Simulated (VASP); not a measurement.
**From VASP inputs to Ansatz: C (lonsdaleite (2H))**

INCAR

```
NSW = 0
IBRION = -1
NELM = 120
LCHARG = .TRUE.
SIGMA = 0.01
ALGO = Normal
METAGGA = R2SCAN
LREAL = .FALSE.
EDIFF = 1E-7
ISMEAR = 0
ISIF = 2
LWAVE = .FALSE.
LASPH = .TRUE.
ENCUT = 520
NBANDS = 16
PREC = Accurate
LELF = .TRUE.
```

KPOINTS

```
KPOINTS created by Atomic Simulation Environment
0
Gamma
12 12 6
0 0 0
```

KPOINTS_OPT

```
special points
6
Reciprocal
0.0000000000 0.0000000000 0.0000000000 1
0.5000000000 0.0000000000 0.0000000000 1
0.3333333333 0.3333333333 0.0000000000 1
0.0000000000 0.0000000000 0.5000000000 1
0.5000000000 0.0000000000 0.5000000000 1
0.3333333333 0.3333333333 0.5000000000 1
```

POSCAR

```
C
 1.0000000000000000
     2.5031953717780824    0.0000000000287717    0.0000000000000000
    -1.2515976859139586    2.1678307825810661    0.0000000000000000
    -0.0000000000000000    0.0000000000000000    4.1688692921454775
 C
   4
Cartesian
 -0.0000000000166113  1.4452205217303011  0.0009643286881245
  1.2515976858807356  0.7226102608795363  2.0853989747608632
 -0.0000000000166113  1.4452205217303011  1.5623616558664297
  1.2515976858807356  0.7226102608795363  3.6467963019391694
```

VASP ran with the recommended PBE PAW datasets (16 valence electrons in the cell).

Write an Ansatz input for this cell and level of theory.



```yaml
crystal:
  lattice:
    - [2.5031953718, 0.0, 0.0]
    - [-1.2515976859, 2.1678307826, 0.0]
    - [0.0, 0.0, 4.1688692921]
  atoms:
    - { symbol: C, position: [0.3333333333, 0.6666666667, 0.0002313166] }
    - { symbol: C, position: [0.6666666667, 0.3333333333, 0.5002313166] }
    - { symbol: C, position: [0.3333333333, 0.6666666667, 0.3747686834] }
    - { symbol: C, position: [0.6666666667, 0.3333333333, 0.8747686834] }
kpoints:
  mp_grid: { grid: [12, 12, 6] }
  band_path:
    path:
      - [0.0, 0.0, 0.0]
      - [0.5, 0.0, 0.0]
      - [0.3333333333, 0.3333333333, 0.0]
      - [0.0, 0.0, 0.5]
      - [0.5, 0.0, 0.5]
      - [0.3333333333, 0.3333333333, 0.5]
    npoints: 1
hamiltonian:
  xc: r2scan
scf:
  occupations: { method: fixed }
  n_extra_bands: 5
output:
  forces: true
  stress: true
  eigenvalues: true
```

Other inputs would serve too.

|  | VASP | Ansatz |
| --- | --- | --- |
| gap between bands v and c | 3.56 eV | 3.60 eV |
| least direct gap | 5.19 eV | 5.24 eV |
| pressure | 1.1 GPa | 0.0 GPa |

The two codes use different PAW datasets and cutoffs. VASP's cell holds 16 valence electrons and Ansatz's 16. Ansatz's stress includes a Pulay correction; VASP's doesn't.
